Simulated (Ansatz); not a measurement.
A nudged elastic band was laid between two geometries of a periodic cell of 13 atoms, Ti12H (host Ti, host structure hcp, interstitial H).

Computed with Ansatz, DFT PBE-D3(BJ), scalar-relativistic, plane waves, PAW. Settings: cutoff 420 eV, k mesh 3x2x4, fermi-dirac smearing 0.05 eV, no spin polarisation.

```yaml
movable_images: 7
climbing_image: yes
spring: 5.0 eV/Å²
optimiser: quadratic models (default)
start_path: straight line
force_threshold: 0.05 eV/Å
iteration_limit: 80
end_points: relaxed
```

Initial state:

```xyz
13
Lattice="5.9000 0.0000 0.0000 -4.4250 7.6643 0.0000 0.0000 0.0000 4.6846" Properties=species:S:1:pos:R:3
Ti -0.017 -0.027 0.052
Ti -0.039 1.666 2.317
Ti -1.476 2.536 0.010
Ti -1.477 4.260 2.334
Ti -2.936 5.137 -0.003
Ti -2.944 6.822 2.366
Ti 2.961 -0.005 0.035
Ti 2.986 1.671 2.314
Ti 1.473 2.545 0.027
Ti 1.483 4.333 2.286
Ti -0.014 5.117 0.009
Ti -0.012 6.803 2.377
H 1.473 2.574 2.857
```

Final state:

```xyz
13
Lattice="5.9000 0.0000 0.0000 -4.4250 7.6643 0.0000 0.0000 0.0000 4.6846" Properties=species:S:1:pos:R:3
Ti -0.019 -0.028 -0.050
Ti -0.043 1.665 2.367
Ti -1.479 2.536 -0.008
Ti -1.478 4.261 2.353
Ti -2.937 5.138 0.007
Ti -2.944 6.824 2.321
Ti 2.959 -0.004 -0.031
Ti 2.985 1.672 2.374
Ti 1.470 2.544 -0.023
Ti 1.483 4.334 2.402
Ti -0.015 5.116 -0.005
Ti -0.014 6.802 2.311
H 1.471 2.575 1.832
```

Q: What changes between the two ends?

A: The atom that moves furthest is H13, by 1.03 Å.

Q: Give the energies along the band, and the barrier.

A: The run converged. The highest image is number 4 of 0 to 8, 0.118 eV above the ends, which have the same energy within 2 meV. By the program's own check the climbing image is a first-order saddle point (lowest curvatures found: -2.31 and 0.26 eV/Å²). Limits of this set-up: coarse k mesh, odd electron count without spin.

```json
{"image": "0", "path coordinate (Å)": "0.00", "energy (eV)": "0.000"}
{"image": "1", "path coordinate (Å)": "0.13", "energy (eV)": "0.013"}
{"image": "2", "path coordinate (Å)": "0.27", "energy (eV)": "0.054"}
{"image": "3", "path coordinate (Å)": "0.40", "energy (eV)": "0.099"}
{"image": "4", "path coordinate (Å)": "0.53", "energy (eV)": "0.118"}
{"image": "5", "path coordinate (Å)": "0.66", "energy (eV)": "0.099"}
{"image": "6", "path coordinate (Å)": "0.80", "energy (eV)": "0.054"}
{"image": "7", "path coordinate (Å)": "0.93", "energy (eV)": "0.014"}
{"image": "8", "path coordinate (Å)": "1.06", "energy (eV)": "0.000"}
```

Q: What is the geometry of the highest image?

A: 
```xyz
13
Lattice="5.9000 0.0000 0.0000 -4.4250 7.6643 0.0000 0.0000 0.0000 4.6846" Properties=species:S:1:pos:R:3
Ti -0.020 -0.033 0.001
Ti -0.075 1.634 2.343
Ti -1.479 2.533 0.001
Ti -1.474 4.245 2.344
Ti -2.935 5.138 0.002
Ti -2.930 6.841 2.344
Ti 2.961 0.002 0.002
Ti 3.017 1.648 2.344
Ti 1.468 2.553 0.001
Ti 1.489 4.393 2.344
Ti -0.013 5.109 0.002
Ti -0.026 6.787 2.344
H 1.468 2.583 2.344
```

The run took 2.4 min on 4 threads of AMD EPYC 9R45 96-Core Processor (Zen 5) (shared host), peak memory 2.2 GiB.
